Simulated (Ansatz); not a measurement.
Input, command and steps of an Ansatz relaxation.

```yaml
crystal:
  lattice:
    - [4.8053769564, 0.0, -0.0188641417]
    - [0.0, 4.8554318294, 0.0]
    - [-0.88103987, 0.0, 4.9745647493]
  atoms:
    - { symbol: Ti, position: [0.2756732592, 0.441856073, 0.7173794323] }
    - { symbol: Ti, position: [0.7243267408, 0.941856073, 0.7826205677] }
    - { symbol: Ti, position: [0.7243267408, 0.558143927, 0.2826205677] }
    - { symbol: Ti, position: [0.2756732592, 0.058143927, 0.2173794323] }
    - { symbol: O, position: [0.4499567005, 0.7413551671, 0.9560091756] }
    - { symbol: O, position: [0.5500432995, 0.2413551671, 0.5439908244] }
    - { symbol: O, position: [0.5500432995, 0.2586448329, 0.0439908244] }
    - { symbol: O, position: [0.4499567005, 0.7586448329, 0.4560091756] }
    - { symbol: O, position: [0.06076894, 0.3187500433, 0.3565272098] }
    - { symbol: O, position: [0.93923106, 0.8187500433, 0.1434727902] }
    - { symbol: O, position: [0.93923106, 0.6812499567, 0.6434727902] }
    - { symbol: O, position: [0.06076894, 0.1812499567, 0.8565272098] }
basis:
  ecutwfc: 420
kpoints:
  mp_grid: { grid: [6, 6, 6] }
hamiltonian:
  xc: pbe
scf:
  occupations: { method: gaussian, width: 0.02 }
output:
  forces: true
  stress: true
  eigenvalues: true
relax:
  adjacent_minimum: "off"
  f_tol: 0.01
  max_steps: 30
  cell: { stress_tol: 0.1, fix: [volume] }
```

```bash
ansatz run input.yaml --threads 2 --pin off --max-ram 5120MiB --backend cpu --events-out ev --progress --plain --runs-dir out
```

These are results of DFT PBE, scalar-relativistic, plane waves, PAW in Ansatz 0.2.0, not measurements.

The volume is held at 0.97 times that of the relaxed cell.

Of 9 frames 8 are shown, positions in Å and forces in eV/Å; the SCF threshold varies from step to step. Steps run on the plane waves of an earlier cell, with a Pulay correction in the pressure. The basis is chosen afresh for the last frame, the zero of the energies, and at times for earlier ones too; energy and pressure step there, also at an unchanged geometry.

```xyz
12
Lattice="4.8054 0.0000 -0.0189 0.0000 4.8554 0.0000 -0.8810 0.0000 4.9746" Properties=species:S:1:pos:R:3:forces:R:3 pbc="T T T" step=1 free_energy_over_end_meV_per_atom=2.84 pressure_GPa=7.77
Ti    0.6927    2.1454    3.5635    0.1436    0.1316    0.0080
Ti    2.7911    4.5731    3.8795   -0.1436    0.1316   -0.0080
Ti    3.2317    2.7100    1.3923   -0.1436   -0.1316   -0.0080
Ti    1.1332    0.2823    1.0762    0.1436   -0.1316    0.0080
O     1.3199    3.5996    4.7472   -0.1809    0.0646    0.0919
O     2.1639    1.1719    2.6957    0.1809    0.0646   -0.0919
O     2.6044    1.2558    0.2085    0.1809   -0.0646   -0.0919
O     1.7604    3.6835    2.2600   -0.1809   -0.0646    0.0919
O    -0.0221    1.5477    1.7724   -0.1332    0.0330   -0.0343
O     4.3870    3.9754    0.6960    0.1332    0.0330    0.0343
O     3.9464    3.3078    3.1833    0.1332   -0.0330    0.0343
O    -0.4626    0.8800    4.2597   -0.1332   -0.0330   -0.0343
12
Lattice="4.7989 0.0000 -0.0128 0.0000 4.8667 0.0000 -0.8736 0.0000 4.9686" Properties=species:S:1:pos:R:3:forces:R:3 pbc="T T T" step=2 free_energy_over_end_meV_per_atom=1.98 pressure_GPa=7.05
Ti    0.7005    2.1501    3.5612    0.0309    0.1067   -0.0247
Ti    2.7879    4.5835    3.8789   -0.0309    0.1067    0.0247
Ti    3.2247    2.7166    1.3946   -0.0309   -0.1067    0.0247
Ti    1.1374    0.2833    1.0769    0.0309   -0.1067   -0.0247
O     1.3128    3.6102    4.7484   -0.0756    0.0310    0.1240
O     2.1757    1.1768    2.6916    0.0756    0.0310   -0.1240
O     2.6125    1.2565    0.2073    0.0756   -0.0310   -0.1240
O     1.7496    3.6899    2.2641   -0.0756   -0.0310    0.1240
O    -0.0229    1.5513    1.7692   -0.0106    0.0019   -0.0203
O     4.3849    3.9846    0.7023    0.0106    0.0019    0.0203
O     3.9481    3.3155    3.1866    0.0106   -0.0019    0.0203
O    -0.4597    0.8821    4.2535   -0.0106   -0.0019   -0.0203
12
Lattice="4.7985 0.0000 -0.0065 0.0000 4.8642 0.0000 -0.8670 0.0000 4.9704" Properties=species:S:1:pos:R:3:forces:R:3 pbc="T T T" step=3 free_energy_over_end_meV_per_atom=1.03 pressure_GPa=6.13
Ti    0.7092    2.1544    3.5615   -0.0103    0.0764   -0.0460
Ti    2.7889    4.5865    3.8876    0.0103    0.0764    0.0460
Ti    3.2224    2.7098    1.4024    0.0103   -0.0764    0.0460
Ti    1.1427    0.2777    1.0763   -0.0103   -0.0764   -0.0460
O     1.3067    3.6128    4.7684   -0.0033   -0.0269    0.0874
O     2.1914    1.1807    2.6807    0.0033   -0.0269   -0.0874
O     2.6249    1.2514    0.1955    0.0033    0.0269   -0.0874
O     1.7402    3.6834    2.2832   -0.0033    0.0269    0.0874
O    -0.0190    1.5494    1.7661    0.0440    0.0025   -0.0029
O     4.3840    3.9815    0.7127   -0.0440    0.0025    0.0029
O     3.9506    3.3148    3.1979   -0.0440   -0.0025    0.0029
O    -0.4525    0.8827    4.2513    0.0440   -0.0025   -0.0029
12
Lattice="4.8030 0.0000 -0.0023 0.0000 4.8616 0.0000 -0.8635 0.0000 4.9676" Properties=species:S:1:pos:R:3:forces:R:3 pbc="T T T" step=4 free_energy_over_end_meV_per_atom=0.40 pressure_GPa=5.26
Ti    0.7173    2.1631    3.5537   -0.0430    0.0016   -0.0324
Ti    2.7905    4.5939    3.8955    0.0430    0.0016    0.0324
Ti    3.2222    2.6985    1.4117    0.0430   -0.0016    0.0324
Ti    1.1490    0.2677    1.0698   -0.0430   -0.0016   -0.0324
O     1.3012    3.6114    4.7904    0.0292   -0.0208    0.0189
O     2.2066    1.1806    2.6587   -0.0292   -0.0208   -0.0189
O     2.6384    1.2502    0.1749   -0.0292    0.0208   -0.0189
O     1.7329    3.6810    2.3066    0.0292    0.0208    0.0189
O    -0.0108    1.5497    1.7594    0.0379    0.0211   -0.0168
O     4.3820    3.9806    0.7221   -0.0379    0.0211    0.0168
O     3.9503    3.3119    3.2059   -0.0379   -0.0211    0.0168
O    -0.4425    0.8811    4.2432    0.0379   -0.0211   -0.0168
12
Lattice="4.7959 0.0000 0.0016 0.0000 4.8781 0.0000 -0.8582 0.0000 4.9575" Properties=species:S:1:pos:R:3:forces:R:3 pbc="T T T" step=5 free_energy_over_end_meV_per_atom=0.07 pressure_GPa=4.93
Ti    0.7194    2.1722    3.5436    0.0083    0.0004   -0.0170
Ti    2.7892    4.6112    3.8943   -0.0083    0.0004    0.0170
Ti    3.2183    2.7060    1.4155   -0.0083   -0.0004    0.0170
Ti    1.1485    0.2669    1.0648    0.0083   -0.0004   -0.0170
O     1.3027    3.6192    4.7961   -0.0109   -0.0284   -0.0056
O     2.2060    1.1801    2.6418    0.0109   -0.0284    0.0056
O     2.6350    1.2589    0.1630    0.0109    0.0284    0.0056
O     1.7317    3.6980    2.3174   -0.0109    0.0284   -0.0056
O     0.0057    1.5862    1.7272    0.0436   -0.0095    0.0140
O     4.3611    4.0253    0.7532   -0.0436   -0.0095   -0.0140
O     3.9320    3.2919    3.2319   -0.0436    0.0095   -0.0140
O    -0.4234    0.8528    4.2060    0.0436    0.0095    0.0140
12
Lattice="4.8005 0.0000 -0.0019 0.0000 4.8758 0.0000 -0.8627 0.0000 4.9557" Properties=species:S:1:pos:R:3:forces:R:3 pbc="T T T" step=6 free_energy_over_end_meV_per_atom=0.01 pressure_GPa=4.82
Ti    0.7201    2.1716    3.5389   -0.0308   -0.0119   -0.0116
Ti    2.7863    4.6095    3.8928    0.0308   -0.0119    0.0116
Ti    3.2177    2.7042    1.4149    0.0308    0.0119    0.0116
Ti    1.1515    0.2663    1.0610   -0.0308    0.0119   -0.0116
O     1.2954    3.6148    4.7939    0.0029    0.0197    0.0064
O     2.2111    1.1769    2.6378   -0.0029    0.0197   -0.0064
O     2.6424    1.2610    0.1599   -0.0029   -0.0197   -0.0064
O     1.7267    3.6989    2.3160    0.0029   -0.0197    0.0064
O     0.0135    1.5918    1.7222   -0.0031   -0.0009    0.0020
O     4.3557    4.0297    0.7537    0.0031   -0.0009   -0.0020
O     3.9243    3.2840    3.2316    0.0031    0.0009   -0.0020
O    -0.4179    0.8461    4.2001   -0.0031    0.0009    0.0020
12
Lattice="4.8002 0.0000 -0.0021 0.0000 4.8759 0.0000 -0.8628 0.0000 4.9559" Properties=species:S:1:pos:R:3:forces:R:3 pbc="T T T" step=7 free_energy_over_end_meV_per_atom=0.00 pressure_GPa=4.87
Ti    0.7187    2.1706    3.5383    0.0130    0.0071    0.0078
Ti    2.7872    4.6086    3.8935   -0.0130    0.0071   -0.0078
Ti    3.2186    2.7053    1.4155   -0.0130   -0.0071   -0.0078
Ti    1.1502    0.2673    1.0603    0.0130   -0.0071    0.0078
O     1.2957    3.6160    4.7943    0.0042   -0.0019   -0.0016
O     2.2102    1.1780    2.6375   -0.0042   -0.0019    0.0016
O     2.6416    1.2600    0.1595   -0.0042    0.0019    0.0016
O     1.7272    3.6979    2.3163    0.0042    0.0019   -0.0016
O     0.0108    1.5894    1.7244   -0.0008    0.0002   -0.0013
O     4.3580    4.0273    0.7514    0.0008    0.0002    0.0013
O     3.9265    3.2866    3.2294    0.0008   -0.0002    0.0013
O    -0.4206    0.8486    4.2024   -0.0008   -0.0002   -0.0013
12
Lattice="4.7999 0.0000 -0.0011 0.0000 4.8757 0.0000 -0.8618 0.0000 4.9563" Properties=species:S:1:pos:R:3:forces:R:3 pbc="T T T" step=9 free_energy_over_end_meV_per_atom=0.00 pressure_GPa=4.88
Ti    0.7196    2.1712    3.5395   -0.0001   -0.0015   -0.0009
Ti    2.7877    4.6091    3.8938    0.0001   -0.0015    0.0009
Ti    3.2186    2.7044    1.4157    0.0001    0.0015    0.0009
Ti    1.1504    0.2666    1.0613   -0.0001    0.0015   -0.0009
O     1.2972    3.6158    4.7946    0.0001    0.0008    0.0002
O     2.2101    1.1780    2.6388   -0.0001    0.0008   -0.0002
O     2.6410    1.2599    0.1606   -0.0001   -0.0008   -0.0002
O     1.7280    3.6977    2.3164    0.0001   -0.0008    0.0002
O     0.0112    1.5891    1.7248    0.0005   -0.0001    0.0000
O     4.3578    4.0269    0.7523   -0.0005   -0.0001    0.0000
O     3.9270    3.2866    3.2304   -0.0005    0.0001    0.0000
O    -0.4197    0.8488    4.2029    0.0005    0.0001    0.0000
```

The run took 2.1 min on 2 threads of Arm Neoverse V2 (shared host), peak memory 0.7 GiB.